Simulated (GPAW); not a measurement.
LiF (Griceite):

```
CELL_PARAMETERS angstrom
0.00000 2.01400 2.01400
2.01400 0.00000 2.01400
2.01400 2.01400 0.00000
ATOMIC_POSITIONS crystal
F 0.50000 0.50000 0.50000
Li 0.00000 0.00000 0.00000
```

Base run:

```yaml
Program: GPAW 26.7.0
Functional: r2SCAN
Potentials_or_basis: GPAW PAW data sets (gpaw-data 1.2.1)
Cutoff: 800 eV
Basis: pw
k_mesh: 11 × 11 × 11
Occupations: fermi-dirac, width 0.05 eV
Spin: no spin polarisation
```

Its results: band gap on the k mesh 10.04 eV, direct; pressure -1.9 GPa.

Question: The run is repeated on the same cell with these changes: functional from r2SCAN to TPSS. What comes out?

Answer: Band gap on the k mesh 9.24 eV, direct; pressure 1.5 GPa.

Caveats: the PAW data sets were made with another functional, which shifts forces and pressure a little.

Not every run made on this cell is shown here.
